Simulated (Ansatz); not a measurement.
Take MgAl$_{2}$O$_{4}$ in the spinel structure (space group Fd-3m, No. 227; a = 8.106 Å) as the base. Axes: x, y, z lie along the cube axes.

Computed with PBEsol (Ansatz, an electronic-structure program), scalar-relativistic without spin-orbit coupling.

It is then changed as follows: every lattice vector is shortened by 1.45 %; the atoms relax in the strained cell.

Problem. Predict the stress tensor and what it implies for the stiffness.

Solution. Stress of the strained cell less that of the base (GPa, compression positive):
```
   9.09    0.00    0.00
   0.00    9.09    0.00
   0.00    0.00    9.09
```

Then B = −ΔP/(ΔV/V₀) with ΔV/V₀ = -0.0429 gives secant stiffness values (nonlinear terms included at this strain): B ≈ 212 GPa.

As a check, the harmonic strain energy −½ V₀ Δσ:ε is 12 meV/atom; the computed energy rise is 11 meV/atom.

Stability against distortions was not tested.
